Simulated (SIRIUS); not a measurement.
SnSe under changes of volume

One of the cells (27.816 Å³/atom); the others are scaled copies at fixed shape and fractional positions:

```
Sn Se
1.0
     0.00000    3.02993    3.02993
     3.02993    0.00000    3.02993
     3.02993    3.02993    0.00000
Sn Se
1 1
Direct
  0.00000 0.00000 0.00000
  0.50000 0.50000 0.50000
```

Measurements of this composition are mostly on another form, of space group No. 62.

| Item | Value |
| --- | --- |
| Program | SIRIUS 7.12.0 |
| Functional | PBEsol |
| Potentials or basis | all-electron FP-LAPW |
| Cutoff | 167 eV |
| Basis | apw+lo standard |
| k mesh | 8 × 8 × 8 |
| Occupations | fermi-dirac, width 0.05 eV |
| Spin | no spin polarisation |

```csv
volume (Å³/atom),energy over the lowest point (meV/atom),gap on the mesh (eV)
25.635,?,?
26.180,0.00,0.75
26.725,1.44,0.73
27.816,14.47,0.57
28.362,25.93,0.49
28.907,39.55,0.41
```

Task: What does the run at 25.635 Å³/atom give?

Result: Energy over the lowest point 2.79 meV/atom; gap on the mesh 0.76 eV.

Worked out: A Birch-Murnaghan fit of order 3 (a polynomial in V^(-2/3)) to the other rows has its minimum at 26.26 Å³/atom with B0 = V·E''(V) = 56 GPa and B' = 4.1. It gives 2.69 meV/atom at 25.635 Å³/atom, against the run's 2.79. A parabola through the other rows of the gap, of slope -1.36 eV per unit of ln V there, extrapolates to 0.80 eV, against the run's 0.76. The fit is too stiff a form for this range.

Energies are extrapolated to zero smearing.

Caveats: spin-orbit coupling is left out, which moves the levels of the heavy elements.

A mesh can miss the band edges.
